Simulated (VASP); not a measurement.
**AlNi: single point with PBE**

Crystal: AlNi.

```
CELL_PARAMETERS angstrom
2.88100 0.00000 0.00000
0.00000 2.88100 0.00000
0.00000 0.00000 2.88100
ATOMIC_POSITIONS crystal
Ni 0.49897 0.47452 0.49815
Al 0.00605 0.01098 0.99771
```

The cell isn't the ideal one: atoms moved at random, drawn with an rms of 0.05 Å.

```yaml
Program: VASP 6.6.1
Task: single point
Functional: PBE
Potentials_or_basis: VASP PAW PBE potentials, release 64 (Ni, Al)
Cutoff: 520 eV
k_mesh: 9 × 9 × 9
Occupations: fermi-dirac, width 0.05 eV
Spin: collinear spin, ferromagnetic start
Starting_moments: "[1.0, 0.0] μB"
Further_INCAR_settings: ALGO = Normal; EDIFF = 1e-07; NBANDS = 18
```

| Item | Value |
| --- | --- |
| Pressure | 2.7 GPa |
| Largest force | 0.640 eV/Å |
| Band gap on the k mesh | none (metal or under the smearing width) |
| Net moment | 0.00 μB per cell |
| Valence electrons inside the program's atomic spheres | Ni 9.47; Al 0.80 |

Forces on the atoms (eV/Å):
```
Ni   0.126  0.627 -0.008
Al  -0.126 -0.627  0.008
```

Stress tensor (GPa, compression positive):
```
 2.90  0.31  0.00
 0.31  2.31 -0.02
 0.00 -0.02  2.92
```

Levels at points of the mesh, in eV from the Fermi level:
Spin up:
```csv
k point,band 3,band 4,band 5,band 6,band 7,band 8,band 9,band 10,band 11,band 12
"(0.00, 0.00, 0.00)",-3.24,-1.57,-1.56,-1.56,5.50,5.51,5.52,8.14,8.14,13.67
```
Spin down:
```csv
k point,band 4,band 5,band 6,band 7,band 8,band 9,band 10,band 11
"(0.00, 0.00, 0.00)",-1.57,-1.56,-1.56,5.50,5.51,5.52,8.14,8.14
```

It took 2.5 min on 1 thread of Intel(R) Xeon(R) Platinum 8488C (Sapphire Rapids) (shared host), peak memory 0.34 GiB.
